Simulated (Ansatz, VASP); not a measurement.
Rh: VASP beside Ansatz

```
Rh
1.0
     0.00000    1.90081    1.90081
     1.90081    0.00000    1.90081
     1.90081    1.90081    0.00000
Rh
1
Direct
  0.00000 0.00000 0.00000
```

Alike in both runs: task single point; functional r2SCAN; k mesh 14 × 14 × 14; occupations fermi-dirac, width 0.6 eV; no spin polarisation.

|  | VASP | Ansatz |
| --- | --- | --- |
| version | VASP 6.6.1 | Ansatz 0.2.0 |
| potentials or method | VASP PAW PBE potentials, release 64 (Rh_pv) | plane waves (500 eV) with PAW, scalar-relativistic |
| plane-wave cutoff (eV) | 520 | 500 |
| valence electrons in the cell | 15 | 17 |

Ansatz gave:

| Quantity | Value |
| --- | --- |
| pressure (GPa) | 11.2 |

Problem. Which values does VASP return?

Solution. Pressure (GPa): 12.5.

The two sets of potentials don't hold the same shells in valence.

Caveats: the PAW data sets were made with another functional, which shifts forces and pressure a little (VASP).
